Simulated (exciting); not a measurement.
# RbCl: equation of state with PBE

The system is RbCl.

```
Rb Cl
1.0
     0.00000    3.27400    3.27400
     3.27400    0.00000    3.27400
     3.27400    3.27400    0.00000
Rb Cl
1 1
Direct
  0.00000 0.00000 0.00000
  0.50000 0.50000 0.50000
```

* Program: exciting (release sodium)
* Task: equation of state
* Functional: PBE
* Potentials or basis: all-electron LAPW+lo, shipped species files, valence relativity iora*
* rgkmax: 7.5
* k mesh: 7 × 7 × 7
* Occupations: fermi-dirac, width 0.05 eV
* Spin: no spin polarisation

| Item | Value |
| --- | --- |
| Equilibrium volume | outside the volumes run |

Energy against volume, from the lowest point:
```tsv
volume (Å³/atom)	energy (meV/atom)
32.989	31.78
33.690	21.80
34.392	13.94
35.094	8.05
35.796	3.82
36.498	1.28
37.200	0.00
```

Caveat: the minimum lies outside the volumes run.
